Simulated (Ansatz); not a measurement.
# HfO2: 179Hf nuclear quadrupole resonance

Cell: a structure deposited in the COD, taken as it stands.

Space group P2_1/c (No. 14); a = 5.1180, b = 5.1857, c = 5.2841 Å, β = 99.35°.

| site | Wyckoff | site symmetry | x | y | z |
| --- | --- | --- | --- | --- | --- |
| Hf | 4e | 1 | 0.2755 | 0.0397 | 0.2080 |
| O5 | 4e | 1 | 0.4487 | 0.7581 | 0.4801 |
| O9 | 4e | 1 | 0.0742 | 0.3316 | 0.3467 |

One atom of each set is listed.

Level of theory: DFT, PBE, plane waves and PAW, scalar-relativistic, 420 eV cutoff, Γ-centred 5×5×5 k-points, Fermi–Dirac smearing 0.02 eV (Ansatz 0.2.0).

179Hf: I = 9/2, Q = 3793 mb (year-2017 value). Static lattice, zero field.

Problem. Predict the zero-field 179Hf lines of each site.

Solution. For I = 9/2 and η = 0 the lines are |C_Q|/24 times 1, 2, 3 and 4; η shifts the lowest up most.

```
site  atoms  V_zz (10²¹ V/m²)  C_Q (MHz)     η     line frequencies (MHz)
  Hf      4             12.08       1108  0.54  87.0, 108.8, 130.3, 180.2
```

Problem. And for 177Hf (I = 7/2, Q = 3365 mb) on Hf?

Solution. C_Q scales with Q to 983 MHz, with lines at 121.9, 129.0, 204.2, 250.9 MHz.

At this cell the PBE pressure is 6 GPa, so with PBE the cell would grow if it were relaxed. The largest force is 0.5 eV/Å, so the atoms aren't at the calculated equilibrium and relaxing them would move these values. Without spin–orbit coupling the gradients at and beside Hf can be off by some per cent, at some sites by more.
